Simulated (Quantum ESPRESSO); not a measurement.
Crystal: CaO.

```
Ca O
1.0
     0.00000    2.40356    2.40356
     2.40356    0.00000    2.40356
     2.40356    2.40356    0.00000
Ca O
1 1
Direct
  0.00000 0.00000 0.00000
  0.50000 0.50000 0.50000
```

The cell is a database's computed one.

Base run:

* Program: Quantum ESPRESSO 7.5
* Functional: PBE
* Potentials or basis: SG15 PBE 1.2
* Cutoff: 1197 eV
* Density cutoff: 4789 eV
* k mesh: 10 × 10 × 10
* Occupations: fermi-dirac, width 0.05 eV
* Spin: no spin polarisation

Its results: band gap on the k mesh 3.65 eV, indirect (least direct gap 4.02 eV); pressure 1.5 GPa.

Question: After a change of settings the same cell gave: band gap on the k mesh 3.83 eV, indirect (least direct gap 4.20 eV); pressure 1.6 GPa. Which change was it?
A. functional from PBE to AM05
B. functional from PBE to LDA; potentials or basis from SG15 PBE 1.2 to GBRV 1.5 LDA; cutoff from 1197 eV to 612 eV; density cutoff from 4789 eV to 4898 eV
C. functional from PBE to r2SCAN; k mesh from 10 × 10 × 10 to 8 × 8 × 8
D. k mesh from 10 × 10 × 10 to 5 × 5 × 5

Answer: D.

Caveats: some runs use coarse meshes; an odd mesh through Γ misses points on the zone boundary, where band edges often lie (some runs).
